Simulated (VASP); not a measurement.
# Pb (Fm-3m) in VASP: further runs, part 2 of 3

VASP 6.6.1. The steps go on from the part before.

### 3 Relaxation of the atoms, LDA (a relaxed cell with its volume scaled by 1.06)

The input, INCAR:

```
SYSTEM = Pb
ALGO = Normal
EDIFF = 1E-7
EDIFFG = -0.01
ENCUT = 600
IBRION = 2
ISIF = 2
ISMEAR = 1
LASPH = .TRUE.
LCHARG = .FALSE.
LREAL = .FALSE.
LWAVE = .FALSE.
NELM = 80
NSW = 40
PREC = Accurate
SIGMA = 0.1
```

The input, KPOINTS:

```
k-points
0
G
  14 14 14
  0 0 0
```

The input, POSCAR:

```
Pb                                      
1.0
    0.0000000000      2.4909729592      2.4909729592
    2.4909729592      0.0000000000      2.4909729592
    2.4909729592      2.4909729592      0.0000000000
  Pb            
     1
Direct
     0.0000000000000000    0.0000000000000000    0.0000000000000000
```

Potentials or basis: VASP PAW LDA potentials, release 64 (Pb_d).

Command:

```bash
$ cat potpaw_LDA.64/Pb_d/POTCAR > POTCAR
$ mpirun -np 1 vasp_std > vasp.out
```

Run time: 26 s. Hardware: 1 thread of Intel Xeon Platinum 8259CL at 2.50GHz (Skylake/Cascade Lake), shared host; peak memory 0.17 GiB.

It converged, with:

```
Free energy             : -4.2416 eV
Pressure after relaxing : -2.7 GPa
Band gap on the k mesh  : none (metal or under the smearing width)
```

Final structure:
```
Pb
1.0
     0.00000    2.49097    2.49097
     2.49097    0.00000    2.49097
     2.49097    2.49097    0.00000
Pb
1
Cartesian
  0.0000 0.0000 0.0000
```

Levels at points of the mesh, in eV from the Fermi level:
```
           k point  band 3  band 4  band 5  band 6  band 7  band 8  band 9  band 10  band 11
(0.00, 0.00, 0.00)  -17.01  -16.88  -16.88  -11.66    7.18    7.18    7.18     9.80    11.20
(0.50, 0.00, 0.00)  -17.00  -16.75  -16.75   -8.15   -4.12    5.39    5.39     9.28     9.36
(0.50, 0.50, 0.00)  -16.76  -16.72  -16.72   -6.79   -3.22    1.97    1.97     5.39     6.64
```

Caveat: the relaxation stopped at its first step, so nothing moved. The run has no spin-orbit coupling, so splittings on Pb are missing.

### 4 Relaxation of cell and atoms, PBE

The input, INCAR:

```
SYSTEM = Pb
PREC     = Accurate       ! precision mode
ENCUT    = 600            ! plane-wave cutoff, eV
EDIFF    = 1E-6           ! SCF threshold, eV
ISMEAR   = 1              ! smearing method
SIGMA    = 0.1            ! smearing width, eV
LREAL    = .FALSE.        ! projectors in reciprocal space
LASPH    = .TRUE.         ! aspherical terms in the spheres
NELM     = 80             ! most SCF steps
ALGO     = Normal         ! electronic algorithm
ISIF     = 3              ! what is computed and relaxed
LWAVE    = .FALSE.        ! write WAVECAR
LCHARG   = .FALSE.        ! write CHGCAR
GGA      = PE             ! functional
IBRION   = 2              ! ionic algorithm
NSW      = 90             ! ionic steps
EDIFFG   = -0.01          ! ionic threshold
```

The input, KPOINTS:

```
Automatic mesh
0
G
  14 14 14
  0 0 0
```

The input, POSCAR:

```
Pb
1.0
    0.0000000000      2.4750200000      2.4750200000
    2.4750200000      0.0000000000      2.4750200000
    2.4750200000      2.4750200000      0.0000000000
Pb
1
Direct
    0.0000000000      0.0000000000      0.0000000000
```

Potentials or basis: VASP PAW PBE potentials, release 64 (Pb_d).

Command:

```bash
$ cat potpaw_PBE.64/Pb_d/POTCAR > POTCAR
$ mpirun -np 1 vasp_std > vasp.out
```

OUTCAR:

```text
SYSTEM = Pb
   PREC = Accurate
   ENCUT = 600
   EDIFF = 1E-6
   ISMEAR = 1
   LREAL = .FALSE.
   LASPH = .TRUE.
   NELM = 80
   ISIF = 3
   GGA = PE
   IBRION = 2
   NSW = 90
   EDIFFG = -0.01

 ion  position               nearest neighbor table
   1  0.000  0.000  0.000-

  LATTYP: Found a face centered cubic cell.
 ALAT       =     4.9500400000

  Lattice vectors:

 A1 = (   0.0000000000,   2.4750200000,   2.4750200000)
 A2 = (   2.4750200000,   0.0000000000,   2.4750200000)
 A3 = (   2.4750200000,   2.4750200000,   0.0000000000)

Analysis of symmetry for initial positions (statically):
=====================================================================
 Subroutine PRICEL returns:
 Original cell was already a primitive cell.

 Routine SETGRP: Setting up the symmetry group for a
 face centered cubic supercell.

 Subroutine GETGRP returns: Found 48 space group operations
 (whereof 48 operations were pure point group operations)
 out of a pool of 48 trial point group operations.

The static configuration has the point symmetry O_h .

Analysis of symmetry for dynamics (positions and initial velocities):
=====================================================================
 Subroutine PRICEL returns:
 Original cell was already a primitive cell.

 Routine SETGRP: Setting up the symmetry group for a
 face centered cubic supercell.

 Subroutine GETGRP returns: Found 48 space group operations
 (whereof 48 operations were pure point group operations)
 out of a pool of 48 trial point group operations.

The dynamic configuration has the point symmetry O_h .

 Subroutine INISYM returns: Found 48 space group operations
 (whereof 48 operations are pure point group operations),
 and found     1 'primitive' translations

----------------------------------------------------------------------------------------

                                     Primitive cell

  volume of cell :      30.3226

  direct lattice vectors                    reciprocal lattice vectors
     0.000000000  2.475020000  2.475020000    -0.202018570  0.202018570  0.202018570
     2.475020000  0.000000000  2.475020000     0.202018570 -0.202018570  0.202018570
     2.475020000  2.475020000  0.000000000     0.202018570  0.202018570 -0.202018570

  length of vectors
     3.500206851  3.500206851  3.500206851     0.349906427  0.349906427  0.349906427

  position of ions in fractional coordinates (direct lattice)
     0.000000000  0.000000000  0.000000000

  ion indices of the primitive-cell ions
   primitive index   ion index
                 1           1

----------------------------------------------------------------------------------------

 KPOINTS: Automatic mesh

Automatic generation of k-mesh.
 Grid dimensions read from file:
 generate k-points for:   14   14   14

 Generating k-lattice:

  Cartesian coordinates                     Fractional coordinates (reciprocal lattice)
    -0.014429898  0.014429898  0.014429898     0.071428571  0.000000000  0.000000000
     0.014429898 -0.014429898  0.014429898     0.000000000  0.071428571  0.000000000
     0.014429898  0.014429898 -0.014429898     0.000000000  0.000000000  0.071428571

  Length of vectors
     0.024993316  0.024993316  0.024993316

  Shift w.r.t. Gamma in fractional coordinates (k-lattice)
     0.000000000  0.000000000  0.000000000

 Subroutine IBZKPT returns following result:
 ===========================================

 Found    104 irreducible k-points:

 Following reciprocal coordinates:
            Coordinates               Weight
  0.000000  0.000000  0.000000      1.000000
  0.071429  0.000000  0.000000      8.000000
  0.142857  0.000000  0.000000      8.000000
  0.214286  0.000000  0.000000      8.000000
  0.285714  0.000000  0.000000      8.000000
  0.357143  0.000000  0.000000      8.000000
[... 16 lines left out ...]
  0.214286  0.142857  0.000000     24.000000
  0.285714  0.142857  0.000000     24.000000
 [... further k-points ...]
   k-points           NKPTS =    104   k-points in BZ     NKDIM =    104   number of bands    NBANDS=     11
   number of dos      NEDOS =    301   number of ions     NIONS =      1
   total plane-waves  NPLWV =  21952
   dimension x,y,z NGX =    28 NGY =   28 NGZ =   28
   dimension x,y,z NGXF=    56 NGYF=   56 NGZF=   56
   ions per type =               1
   NGX,Y,Z   is equivalent  to a cutoff of  13.30, 13.30, 13.30 a.u.
   NGXF,Y,Z  is equivalent  to a cutoff of  26.60, 26.60, 26.60 a.u.
 SYSTEM =  Pb
   PREC   = accura    normal or accurate (medium, high low for compatibility)
   ISTART =      0    job   : 0-new  1-cont  2-samecut
   ICHARG =      2    charge: 1-file 2-atom 10-const
   ISPIN  =      1    spin polarized calculation?
   LNONCOLLINEAR =      F non collinear calculations
   LSORBIT =      F    spin-orbit coupling
   LASPH  =      T    aspherical Exc in radial PAW
   ENCUT  =  600.0 eV  44.10 Ry    6.64 a.u.   6.99  6.99  6.99*2*pi/ulx,y,z
   NELM   =     80;   NELMIN=  2; NELMDL= -5     # of ELM steps
   EDIFF  = 0.1E-05   stopping-criterion for ELM
   LREAL  =      F    real-space projection
   EDIFFG = -.1E-01   stopping-criterion for IOM
   NSW    =     90    number of steps for IOM
   IBRION =      2    ionic relax: 0-MD 1-quasi-New 2-CG
   NFREE  =      1    steps in history (QN), initial steepest desc. (CG)
   ISIF   =      3    stress and relaxation
   ISYM   =      2    0-nonsym 1-usesym 2-fastsym
   POTIM  = 0.5000    time-step for ionic-motion
   TEBEG  =    0.0;   TEEND  =   0.0 temperature during run
   PSTRESS=    0.0 pullay stress
   NELECT =      14.0000    total number of electrons
   NUPDOWN=      -1.0000    fix difference up-down
   EMIN   =  10.00;   EMAX   =-10.00  energy-range for DOS
   EFERMI =   0.00;   METHOD = LEGACY
   ISMEAR =     1;   SIGMA  =   0.10  broadening in eV -4-tet -1-fermi 0-gaus
   EFERMI_NEDOS =   21; number of points for ismear=-14 and -15
   IALGO  =     38    algorithm
   IMIX   =      4    mixing-type and parameters
     AMIX     =   0.40;   BMIX     =  1.00
     AMIX_MAG =   1.60;   BMIX_MAG =  1.00
  volume/ion in A,a.u.               =      30.32       204.63
  Fermi-wavevector in a.u.,A,eV,Ry     =   1.265306  2.391081 21.782907  1.600999
  Thomas-Fermi vector in A             =   2.398566
   LORBIT       =      0    0 simple, 1 ext, 2 COOP (PROOUT), +10 PAW based schemes
   GGA     = PE    functional components
   LHFCALC =     F    Hartree Fock is set to
   AEXX    =    0.0000 exact exchange contribution
   IVDW    =     0    specifies the selected vdW correction
   LEPSILON=     F    determine dielectric tensor
   LRPA    =     F    only Hartree local field effects (RPA)
 conjugate gradient relaxation of ions
 non-spin polarized calculation
 Methfessel and Paxton  Order N= 1 SIGMA  =   0.10
  energy-cutoff  :      600.00
  volume of cell :       30.32
 maximum number of plane-waves:      1026
   NGX = 13   NGY = 13   NGZ = 13

--------------------------------------- Ionic step        1  -------------------------------------------

 number of electron      13.9999999 magnetization

 Free energy of the ion-electron system (eV)
  ---------------------------------------------------
  ext. energy  EPLUGINS =         0.00000000
  ---------------------------------------------------
  free energy    TOTEN  =        -3.55535054 eV

  energy without entropy =       -3.55534012  energy(sigma->0) =       -3.55534707

 E-fermi :   7.3268     XC(G=0): -10.1849

 val. band max:        7.3246141152   @ k =  -0.2857   0.2857   0.0714
 cond. band min:       7.3274296033   @ k =   0.3571   0.2143   0.0000
 fundamental gap:      0.0028154881
 Fermi energy:         7.3268362443

 k-point     1 :       0.0000    0.0000    0.0000
  band No.  band energies     occupation
      1      -9.7904      2.00000
      2      -9.7904      2.00000
      3      -9.7904      2.00000
      4      -9.6503      2.00000
      5      -9.6503      2.00000
      6      -4.4725      2.00000
      7      14.7000      0.00000
      8      14.7000      0.00000
      9      14.7000      0.00000
     10      17.0452      0.00000
     11      18.6213      0.00000
[... 389 lines left out ...]
  energy  without entropy=       -3.5669607053  energy(sigma->0) =       -3.56695002

--------------------------------------- Ionic step        3  -------------------------------------------

 number of electron      14.0000003 magnetization

 Free energy of the ion-electron system (eV)
  ---------------------------------------------------
  ext. energy  EPLUGINS =         0.00000000
  ---------------------------------------------------
  free energy    TOTEN  =        -3.56745802 eV

  energy without entropy =       -3.56743830  energy(sigma->0) =       -3.56745144

 E-fermi :   6.6944     XC(G=0):  -9.9290

 val. band max:        6.6611178021   @ k =   0.3571   0.2143   0.0000
 cond. band min:       6.6947900246   @ k =   0.3571   0.2857   0.0000
 fundamental gap:      0.0336722226
 Fermi energy:         6.6944488949

 k-point     1 :       0.0000    0.0000    0.0000
  band No.  band energies     occupation
      1     -10.3436      2.00000
      2     -10.3436      2.00000
      3     -10.3436      2.00000
      4     -10.2251      2.00000
      5     -10.2251      2.00000
      6      -4.7072      2.00000
      7      13.6924      0.00000
      8      13.6924      0.00000
      9      13.6924      0.00000
     10      16.4180      0.00000
     11      17.3517      0.00000
[... 350 lines left out ...]
  FREE ENERGIE OF THE ION-ELECTRON SYSTEM (eV)
  ---------------------------------------------------
  free  energy   TOTEN  =        -3.5674580172 eV

  energy  without entropy=       -3.5674382955  energy(sigma->0) =       -3.56745144

 reached required accuracy - stopping structural energy minimisation
```

Run time: 2.2 min. Hardware: 1 thread of Intel Xeon Platinum 8375C at 2.90GHz (Ice Lake), shared host; peak memory 0.19 GiB.

Results:

```yaml
Free_energy: -3.5675 eV
Relaxed_volume: 32.00 Å³/atom
Relaxed_cell: a = 3.564 Å, b = 3.564 Å, c = 3.564 Å, α = 60.00°, β = 60.00°, γ = 60.00°
Space_group_after_relaxing_to_0.05_Å: Fm-3m (No. 225)
Energy_gained_by_relaxing: 12.1 meV/atom
Ionic_steps: 3
Pressure_after_relaxing: 0.0 GPa
Band_gap_on_the_k_mesh: none (metal or under the smearing width)
```

The path:
```tsv
step	energy change (eV)	largest force (eV/Å)	pressure (GPa)	volume (Å³)
1	0.0000	0.0000	2.42	30.32
2	-0.0116	0.0000	-0.46	32.38
3	-0.0121	0.0000	0.01	32.00
```

Final structure:
```
CELL_PARAMETERS angstrom
0.00000 2.51985 2.51985
2.51985 0.00000 2.51985
2.51985 2.51985 0.00000
ATOMIC_POSITIONS crystal
Pb 0.00000 0.00000 0.00000
```

Levels at points of the mesh, in eV from the Fermi level:
```
           k point  band 5  band 6  band 7  band 8  band 9  band 10
(0.00, 0.00, 0.00)  -16.92  -11.40    7.00    7.00    7.00     9.72
(0.50, 0.00, 0.00)  -16.80   -8.08   -3.95    5.29    5.29     9.00
(0.50, 0.50, 0.00)  -16.78   -6.80   -3.06    1.99    1.99     5.22
```

### 5 Relaxation of cell and atoms, PBE

This run uses another cell than the first one, of 32.00 Å³/atom, 1.055 times its volume.

Edit INCAR of step 4 so:

```diff
@@ -3,3 +3,3 @@
 ENCUT    = 600            ! plane-wave cutoff, eV
-EDIFF    = 1E-6           ! SCF threshold, eV
+EDIFF    = 1E-7           ! SCF threshold, eV
 ISMEAR   = 1              ! smearing method
@@ -16,2 +16,2 @@
 NSW      = 90             ! ionic steps
-EDIFFG   = -0.01          ! ionic threshold
+EDIFFG   = -0.005         ! ionic threshold
```

KPOINTS is that of step 4.

The input, POSCAR:

```
Pb                                      
1.0
    0.0000000000      2.5198484565      2.5198484565
    2.5198484565      0.0000000000      2.5198484565
    2.5198484565      2.5198484565      0.0000000000
  Pb            
     1
Direct
     0.0000000000000000    0.0000000000000000    0.0000000000000000
```

Command:

```bash
$ cat potpaw_PBE.64/Pb_d/POTCAR > POTCAR
$ mpirun -np 1 vasp_std > vasp.out
```

Wall time 66 s (1 thread of Intel Xeon Platinum 8375C at 2.90GHz (Ice Lake), shared host); peak memory 0.18 GiB.

The run converged. Its results:

* Free energy: -3.5678 eV
* Relaxed volume: 32.03 Å³/atom
* Relaxed cell: a = 3.565 Å, b = 3.565 Å, c = 3.565 Å, α = 60.00°, β = 60.00°, γ = 60.00°
* Space group after relaxing (to 0.05 Å): Fm-3m (No. 225)
* Energy gained by relaxing: 0.0 meV/atom
* Ionic steps: 2
* Pressure after relaxing: 0.0 GPa
* Band gap on the k mesh: none (metal or under the smearing width)

Final structure:
```
CELL_PARAMETERS angstrom
0.00000 2.52053 2.52053
2.52053 0.00000 2.52053
2.52053 2.52053 0.00000
ATOMIC_POSITIONS crystal
Pb 0.00000 0.00000 0.00000
```

Levels at points of the mesh, in eV from the Fermi level:
| k point | band 4 | band 5 | band 6 | band 7 | band 8 | band 9 | band 10 | band 11 |
| --- | --- | --- | --- | --- | --- | --- | --- | --- |
| (0.00, 0.00, 0.00) | -16.92 | -16.92 | -11.40 | 6.99 | 6.99 | 6.99 | 9.72 | 10.65 |
| (0.50, 0.00, 0.00) | -16.80 | -16.80 | -8.08 | -3.94 | 5.28 | 5.28 | 8.99 | 9.20 |
| (0.50, 0.50, 0.00) | -16.77 | -16.77 | -6.80 | -3.06 | 1.99 | 1.99 | 5.22 | 6.48 |

Spin-orbit coupling is left out, which matters for the levels of Pb.

[end of part 2 of 3]
